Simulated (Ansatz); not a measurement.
Relaxed CsBr (CsCl type):

```
CELL_PARAMETERS angstrom
      8.64696     0.00000     0.00000
      0.00000     4.32348     0.00000
      0.00000     0.00000     4.32348
ATOMIC_POSITIONS crystal
  Cs 0.00000 0.00000 0.00000
  Cs 0.50000 0.00000 0.00000
  Br 0.25000 0.50000 0.50000
  Br 0.75000 0.50000 0.50000
```

In this cell atom 4 (Br, nearest neighbour Cs at 3.744 Å; its periodic images, 4.3 Å or more away, move with it) is moved by s along Cartesian [111], unit vector (0.577, 0.577, 0.577); all other atoms and the cell stay fixed.

These are r2SCAN (plane waves to 500 eV, PAW, scalar-relativistic; Ansatz, a quantum-chemistry and plane-wave program) values and carry that method's errors. k mesh 3×6×6 (Γ-centred), Fermi-Dirac smearing 0.05 eV. The energy includes the smearing's −TS. Compression counts positive. CsBr was relaxed with its symmetry unable to fall. The zero of ΔE is the undisplaced structure.

**Question.** Estimate the ΔE (eV/cell) and P (GPa) for s (Å) = -0.600, -0.450, -0.300, -0.150, 0.150, 0.300, 0.450, 0.600.

**Answer.** 
```tsv
s (Å)	ΔE (eV/cell)	P (GPa)
-0.600	0.276	1.00
-0.450	0.139	0.53
-0.300	0.057	0.23
-0.150	0.013	0.06
0.150	0.013	0.06
0.300	0.057	0.23
0.450	0.139	0.53
0.600	0.276	1.00
```

(For displaced atoms, the force is minus the slope of the energy, and its curvature is a force constant, which sets phonon frequencies.)
